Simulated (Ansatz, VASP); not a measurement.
# Two plane-wave programs on Sb

Contents of INCAR:

```
SYSTEM = Sb
ALGO     = Normal         ! electronic algorithm
EDIFF    = 1E-6           ! SCF threshold, eV
ENCUT    = 520            ! plane-wave cutoff, eV
ISIF     = 2              ! what is computed and relaxed
ISMEAR   = 0              ! smearing method
LASPH    = .TRUE.         ! aspherical terms in the spheres
LCHARG   = .FALSE.        ! write CHGCAR
LREAL    = .FALSE.        ! projectors in reciprocal space
LWAVE    = .FALSE.        ! write WAVECAR
NBANDS   = 8              ! bands
NELM     = 100            ! most SCF steps
PREC     = Accurate       ! precision mode
SIGMA    = 0.1            ! smearing width, eV
```

File KPOINTS:

```
k-points
0
G
  6 6 6
  0 0 0
```

POSCAR

```
Sb
1.0
    0.0000000000      2.3712425216      2.3712425216
    2.3712425216      0.0000000000      2.3712425216
    2.3712425216      2.3712425216      0.0000000000
Sb
1
Direct
    0.0000000000      0.0000000000      0.0000000000
```

Input for Ansatz:

```yaml
crystal:
  lattice:
    - [0.0, 2.3712425216, 2.3712425216]
    - [2.3712425216, 0.0, 2.3712425216]
    - [2.3712425216, 2.3712425216, 0.0]
  atoms:
    - { symbol: Sb, position: [0.0, 0.0, 0.0] }
basis:
  ecutwfc: 420
kpoints:
  mp_grid: { grid: [6, 6, 6] }
hamiltonian:
  xc: lda
scf:
  occupations: { method: gaussian, width: 0.1 }
output:
  forces: true
  stress: true
  eigenvalues: true
```

This isn't the form of Sb at room conditions, which is rhombohedral.

Alike in both runs: task single point; functional LDA; k mesh 6 × 6 × 6; occupations gaussian, width 0.1 eV; no spin polarisation.

|  | VASP | Ansatz |
| --- | --- | --- |
| version | VASP 6.6.1 | Ansatz 0.2.0 |
| potentials or method | VASP PAW LDA potentials, release 64 (Sb) | scalar-relativistic, plane waves, PAW |
| plane-wave cutoff (eV) | 520 | 420 |
| valence electrons in the cell | 5 | 15 |

|  | VASP | Ansatz | Ansatz less VASP |
| --- | --- | --- | --- |
| gap on the k mesh at the Fermi level (eV) | none | none | - |
| pressure (GPa) | -2.2 | -2.3 | -0.06 |

A gap of «none» marks a metal or a gap that the smearing closes. The two sets of potentials don't hold the same shells in valence.

Caveats: the k mesh is coarse (spacing up to 0.38 Å⁻¹), so the values aren't converged. Spin-orbit coupling is left out, which matters for the levels of Sb.
